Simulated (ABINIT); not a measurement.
Crystal: CuI (Marshite).

```
I Cu
1.0
     0.00000    3.03150    3.03150
     3.03150    0.00000    3.03150
     3.03150    3.03150    0.00000
I Cu
1 1
Direct
  0.00000 0.00000 0.00000
  0.75000 0.75000 0.75000
```

Base run:

* Program: ABINIT 10.8.3 (patched build)
* Functional: BLYP
* Potentials or basis: JTH PAW PBE v2.0
* Cutoff: 707 eV
* k mesh: 8 × 8 × 8
* Occupations: fermi-dirac, width 0.05 eV
* Spin: no spin polarisation

Its results: band gap on the k mesh 1.16 eV, direct; pressure 4.1 GPa.

Task: The run is repeated on the same cell with these changes: functional from BLYP to RPBE. What comes out?

Result: Band gap on the k mesh 1.25 eV, direct; pressure 2.7 GPa.

Caveats: the PAW data sets were made with another functional, which shifts forces and pressure a little; spin-orbit coupling is left out, which moves the levels of the heavy elements.
